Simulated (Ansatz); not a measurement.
GeO₂:
Space group P3₂21 (No. 154); a = b = 4.8895 Å, c = 5.6146 Å, α = β = 90.00°, γ = 120.00°

```json
[
 {"atom": "Ge", "site": "3a", "symmetry": ".2.", "x": "0.5541", "y": "0.5541", "z": "0.0000"},
 {"atom": "O", "site": "6c", "symmetry": "1", "x": "0.3113", "y": "0.3914", "z": "0.2486"}
]
```

Relaxed with LDA.

Task: Decompose the optical modes at the zone centre into irreducible representations, and say which are infrared and Raman allowed.

Result: Point group 32: Γ_opt = 4A1 + 4A2 + 8E. Infrared: A2, E. Raman: A1, E.

Task: Assign frequencies (DFPT, the program Ansatz at the LDA level (PAW); without the LO–TO term).

Result: E 121, A1 159, E 204, A2 226, E 233, A1 250, E 308, A2 322, A1 448, E 521, A2 533, E 582, E 822, A2 844, A1 848, E 919 cm⁻¹.

Space group P3_221. The LDA relaxation kept the symmetry of its start; phonons on a q-mesh show no instability.

Potentials: the later of the program's two PAW sets.
